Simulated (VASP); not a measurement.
Input of a VASP 6.6.1 run:

File INCAR:

```
SYSTEM = ZrC2
PREC     = Accurate       ! precision mode
ENCUT    = 600            ! plane-wave cutoff, eV
EDIFF    = 1E-6           ! SCF threshold, eV
ISMEAR   = 0              ! smearing method
SIGMA    = 0.1            ! smearing width, eV
LREAL    = .FALSE.        ! projectors in reciprocal space
LASPH    = .TRUE.         ! aspherical terms in the spheres
NELM     = 80             ! most SCF steps
ALGO     = Fast           ! electronic algorithm
ISIF     = 3              ! what is computed and relaxed
LWAVE    = .FALSE.        ! write WAVECAR
LCHARG   = .FALSE.        ! write CHGCAR
GGA      = PE             ! functional
IBRION   = 2              ! ionic algorithm
NSW      = 90             ! ionic steps
EDIFFG   = -0.04          ! ionic threshold
```

The input KPOINTS:

```
Automatic mesh
0
G
  6 6 6
  0 0 0
```

File POSCAR:

```
ZrC2
1.0
    1.7785088500      1.0268225600      3.5370985600
   -1.7785088500      1.0268225600      3.5370985600
    0.0000000000     -2.0536451300      3.5370985600
Zr C
1 2
Direct
    0.0000000000      0.0000000000      0.0000000000
    0.2141036300      0.2141036300      0.2141036300
    0.7858963700      0.7858963700      0.7858963700
```

Potentials or basis: VASP PAW PBE potentials, release 64 (Zr_sv, C).

Launch:

```console
$ cat potpaw_PBE.64/Zr_sv/POTCAR potpaw_PBE.64/C/POTCAR > POTCAR
$ mpirun -np 1 vasp_std > vasp.out
```

Problem. Predict the relaxed volume.

Solution. 9.70 Å³/atom.

Problem. Estimate the relaxed cell.

Solution. a = 4.601 Å, b = 4.601 Å, c = 4.601 Å, α = 35.32°, β = 35.32°, γ = 35.32°.

Stress tensor (GPa, compression positive):
```
-0.30  0.00  0.00
 0.00 -0.30  0.00
 0.00  0.00 -0.42
```

Caveat: the volume moved by over 15 % at a fixed basis, so the end points are rough.
